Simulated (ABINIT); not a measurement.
AgBr:

```
Ag Br
1.0
     0.00000    2.87015    2.87015
     2.87015    0.00000    2.87015
     2.87015    2.87015    0.00000
Ag Br
1 1
Direct
  0.00000 0.00000 0.00000
  0.50000 0.50000 0.50000
```

Base run:

| Property | Result |
| --- | --- |
| Program | ABINIT 10.8.3 (patched build) |
| Functional | PBE |
| Potentials or basis | JTH PAW PBE v2.0 |
| Cutoff | 463 eV |
| k mesh | 5 × 5 × 5 |
| Occupations | fermi-dirac, width 0.05 eV |
| Spin | no spin polarisation |

Its results: band gap on the k mesh 0.81 eV, indirect (least direct gap 2.59 eV); pressure 2.4 GPa.

**Question.** After a change of settings the same cell gave: band gap on the k mesh 0.67 eV, indirect (least direct gap 2.60 eV); pressure 2.2 GPa. Which change was it?
A. functional from PBE to AM05; k mesh from 5 × 5 × 5 to 8 × 8 × 8
B. functional from PBE to rPW86PBE; k mesh from 5 × 5 × 5 to 8 × 8 × 8
C. functional from PBE to r2SCAN; cutoff from 463 eV to 544 eV; fine-grid cutoff from 925.187 eV to 1088.46 eV
D. potentials or basis from JTH PAW PBE v2.0 to PseudoDojo NC SR PBE v0.4.1 standard; cutoff from 463 eV to 1116 eV; k mesh from 5 × 5 × 5 to 8 × 8 × 8; valence electrons from 18 to 26

**Answer.** D.

Caveats: an odd mesh through Γ misses points on the zone boundary, where band edges often lie (some runs).
